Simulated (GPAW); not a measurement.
Wanted: an ASE script for a GPAW 26.7.0 run.

- Task: Fermi surface
- Functional: PBE
- Potentials or basis: GPAW PAW data sets (gpaw-data 1.2.1)
- Cutoff: 510 eV
- Basis: pw
- k mesh: 8 × 8 × 8
- Occupations: fermi-dirac, width 0.05 eV
- Spin: no spin polarisation
- Maxiter: 150
- Fermi k mesh: 12 × 12 × 12

The structure of Al2Pt lies in Al2Pt.xyz:

```xyz
3
Lattice="0.0000000000 2.8530211315 2.8530211315 2.8530211315 0.0000000000 2.8530211315 2.8530211315 2.8530211315 0.0000000000" Properties=species:S:1:pos:R:3 pbc="T T T"
Pt     0.0000000000      0.0000000000      0.0000000000
Al     4.2795316972      4.2795316972      4.2795316972
Al     1.4265105657      1.4265105657      1.4265105657
```

The input as run:

run.py

```python
import json
import numpy as np
from ase.dft.bandgap import bandgap
from ase.io import read, write
from ase.units import GPa
from gpaw import GPAW, PW

atoms = read('Al2Pt.xyz')

calc = GPAW(mode=PW(510),
            xc='PBE',
            kpts={'size': (8, 8, 8), 'gamma': True},
            occupations={'name': 'fermi-dirac', 'width': 0.05},
            nbands=23,
            convergence={'density': 1e-05, 'energy': 1e-05},
            maxiter=150,
            txt='gpaw.txt')
atoms.calc = calc
energy = atoms.get_potential_energy()
forces = atoms.get_forces()
stress = atoms.get_stress()
calc.write('gs.gpw')
write('result.traj', atoms)
print(f'Energy: {energy:.6f} eV')
print('Forces (eV/A):')
print(forces.round(4))
print('Stress (GPa):', (stress / GPa).round(3))
print('Fermi level:', round(calc.get_fermi_level(), 4), 'eV')
print(f'Gap: {bandgap(calc)[0]:.4f} eV, direct: {bandgap(calc, direct=True)[0]:.4f} eV')

size = (12, 12, 12)
dense = calc.fixed_density(kpts={'size': size, 'gamma': True}, update_fermi_level=True,
                           convergence={'bands': 'CBM+2.0', 'eigenstates': 1e-7}, txt='dense.txt')
ef = dense.get_fermi_level()
index = np.round(dense.get_bz_k_points() * size).astype(int) % size
recip = 2 * np.pi * atoms.cell.reciprocal()
sheets = []
for s, e_kn in enumerate(dense.eigenvalues()):
    for n in range(e_kn.shape[1] - 2):
        if e_kn[:, n].min() < ef < e_kn[:, n].max():
            e = np.empty(size)
            e[tuple(index.T)] = e_kn[dense.get_bz_to_ibz_map(), n] - ef
            de = np.array([(np.roll(e, -1, c) - np.roll(e, 1, c)) * size[c] / 2 for c in range(3)])
            v = np.linalg.norm(np.einsum('vc,cxyz->vxyz', np.linalg.inv(recip), de), axis=0)
            w = np.exp(-(e / 0.1)**2) / (0.1 * np.pi**0.5)
            sheets.append({'spin': s, 'band': n, 'filled': (e < 0).mean(), 'dos': w.mean(), 'bottom': e.min(), 'top': e.max(),
                           'velocity': (w * v).sum() / w.sum() * 1.519267e5, 'slice': e[:, :, 0].round(3).tolist()})
            print(f'spin {s} band {n}: filled share {sheets[-1]["filled"]:.3f}, from {e.min():.3f} to {e.max():.3f} eV,',
                  f'{w.mean():.3f} states/eV, mean velocity {sheets[-1]["velocity"]:.3e} m/s')
print('Fermi level on the dense mesh:', round(ef, 4), 'eV,', len(sheets), 'sheets')
json.dump({'ef': ef, 'sheets': sheets}, open('fermi.json', 'w'))
```

Potentials or basis: GPAW PAW data sets (gpaw-data 1.2.1), pw.

Launch:

```sh
$ OMP_NUM_THREADS=1 python run.py
```

Results of the run:

| Property | Result |
| --- | --- |
| Pressure | 21.6 GPa |
| Band gap on the k mesh | none (metal or under the smearing width) |

Caveat: the cutoff is short for stress and forces, so pressures can be off by a GPa or more.

It took 52 s on 1 thread of Arm Neoverse V1, with other jobs on the host, peak memory 0.23 GiB.
